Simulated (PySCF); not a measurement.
Two species compared at the same levels of theory.

First species: C3H3Cl3Si.
SMILES: `C=C=C[Si](Cl)(Cl)Cl`

Second species: propanoic acid, C3H6O2.
SMILES: `CCC(=O)O`

Levels: PBE0/pcSseg-1 for dipole moment, HOMO energy, LUMO energy and HOMO–LUMO gap; GFN2-xTB for rotational constant A and rotational constant C. Geometries: GFN2-xTB. All species are isolated and taken at one optimised geometry, non-relativistic unless stated. Electronic properties by PySCF.

Dipoles, sizes and rotational constants follow the conformer. The torsions of the flexible species, by atom-mapped SMILES:
- `[CH2:1]=[C:2]=[CH:3][Si:4]([Cl:5])([Cl:6])[Cl:7]`: C2–C3–Si4–Cl5 171°
- `[CH3:1][CH2:2][C:3](=[O:4])[OH:5]`: C1–C2–C3–O4 0°, H–O5–C3–C2 180°

Values for the first species:

- Dipole moment: 2.24 D
- HOMO energy: -8.14 eV
- LUMO energy: -1.05 eV
- HOMO–LUMO gap: 7.09 eV
- Rotational constant A: 1.401 GHz
- Rotational constant C: 0.819 GHz

**Question.** Estimate the same properties for the second species, and the change in each.

**Answer.** 
```csv
property,first,second,second less first
dipole moment,2.24 D,1.63 D,-0.61 D
HOMO energy,-8.14 eV,-8.08 eV,+0.06 eV
LUMO energy,-1.05 eV,0.38 eV,+1.43 eV
HOMO–LUMO gap,7.09 eV,8.46 eV,+1.37 eV
rotational constant A,1.401 GHz,10.256 GHz,+8.855 GHz
rotational constant C,0.819 GHz,2.903 GHz,+2.084 GHz
```

On the first: The dipole equals about 7.5 × 10⁻³⁰ C·m (1 D = 3.33564 × 10⁻³⁰ C·m).

On the second: The dipole matches unit charges of opposite sign 0.34 Å apart (1 e·Å = 4.8032 D).
